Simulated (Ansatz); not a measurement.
# La2O3 (P-3m1) in Ansatz: equation of state

How stiff is La2O3 in PBEsol, and what volume does it want? The cell is scaled to several volumes.

Program: Ansatz 0.2.0. These are calculated values, not measurements. Logs are shortened: lines on timing, memory, paths and dates and some standing lists are left out, and cuts for length are marked.

## Step 1: The structure

Symmetry: P-3m1, No. 164, trigonal system. Conventional cell: a = 3.931 Å, b = 3.931 Å, c = 6.112 Å, α = 90.00°, β = 90.00°, γ = 120.00°. La (site symmetry 3m) has 4 O at 2.36 to 2.44 Å as nearest neighbours. O (site symmetry -3m) has 6 La at 2.72 Å as nearest neighbours. O (site symmetry 3m) is surrounded by 4 La at 2.36 to 2.44 Å.

The cell is a database's computed one.

## Step 2: Equation of state, PBEsol

Potentials or basis: all-electron LAPW, scalar-relativistic.

No new run: the results of the series are fitted here.

Results:

| Quantity | Value |
| --- | --- |
| Equilibrium volume | 16.00 Å³/atom |
| Bulk modulus at fixed shape and positions | 141 GPa |
| Pressure derivative of the bulk modulus | 4.3 |

Energy against volume, from the lowest point:
| volume (Å³/atom) | energy (meV/atom) |
| --- | --- |
| 15.375 | 11.41 |
| 15.703 | 2.44 |
| 16.030 | 0.00 |
| 16.357 | 3.39 |
| 16.684 | 12.03 |
| 17.011 | 25.36 |
| 17.338 | 42.92 |

Caveat: the cell was scaled at fixed shape and fractional positions, which overstates the stiffness of a crystal with free parameters, most of all of layers and chains. The run has no spin-orbit coupling, so splittings on La are missing.
